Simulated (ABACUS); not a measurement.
The system is Ti.

```
Ti
1.0
    -1.64100    1.64100    1.64100
     1.64100   -1.64100    1.64100
     1.64100    1.64100   -1.64100
Ti
1
Direct
  0.00000 0.00000 0.00000
```

This isn't the form of Ti at room conditions, which is hcp.

Base run:

* Program: ABACUS 3.10.1
* Functional: PBE
* Potentials or basis: PseudoDojo NC SR 0.5 PBE standard
* Cutoff: 1143 eV
* Density cutoff: 4572 eV
* Basis: plane waves
* k mesh: 9 × 9 × 9
* Occupations: fermi-dirac, width 0.05 eV
* Spin: no spin polarisation

Its results: band gap on the k mesh none (metal or under the smearing width); pressure -2.3 GPa.

Question: The run is repeated on the same cell with these changes: functional from PBE to AM05; potentials or basis from PseudoDojo NC SR 0.5 PBE standard to SSSP 1.3 efficiency PBE; cutoff from 1143 eV to 748 eV; density cutoff from 4572 eV to 5987 eV. What comes out?

Answer: Band gap on the k mesh none (metal or under the smearing width); pressure -6.2 GPa.

Caveats: the potentials were made for another functional, which shifts forces and pressure (some runs).
